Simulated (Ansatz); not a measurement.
Bi under changes of volume

One of the cells (31.117 Å³/atom); the others are scaled copies at fixed shape and fractional positions:

```
CELL_PARAMETERS angstrom
-1.98143 1.98143 1.98143
1.98143 -1.98143 1.98143
1.98143 1.98143 -1.98143
ATOMIC_POSITIONS crystal
Bi 0.00000 0.00000 0.00000
```

This isn't the form of Bi at room conditions, which is rhombohedral.

```yaml
Program: Ansatz 0.2.0
Functional: BLYP
Potentials_or_basis: Ansatz PAW
Cutoff: "420 eV (not typed: the program's choice for these potentials)"
k_mesh: 9 × 9 × 9
Occupations: fermi-dirac, width 0.05 eV
Spin: no spin polarisation
```

```tsv
volume (Å³/atom)	energy over the lowest point (meV/atom)	pressure (GPa)
29.250	120.93	9.6
29.872	86.88	7.9
30.495	59.18	6.4
31.117	?	?
31.739	20.37	3.8
32.362	8.14	2.7
32.984	0.00	1.7
```

Task: What does the run at 31.117 Å³/atom give?

Result: Energy over the lowest point 37.20 meV/atom; pressure 5.0 GPa.

Worked out: A Birch-Murnaghan fit of order 3 (a polynomial in V^(-2/3)) to the other rows has no minimum within the range. It gives 37.22 meV/atom at 31.117 Å³/atom, against the run's 37.20, and -dE/dV = 5.0 GPa, against 5.0.

Energies are extrapolated to zero smearing.

Caveats: the PAW data sets come from PBE, with cores solved anew for the run's functional, which leaves a small shift of forces and pressure.
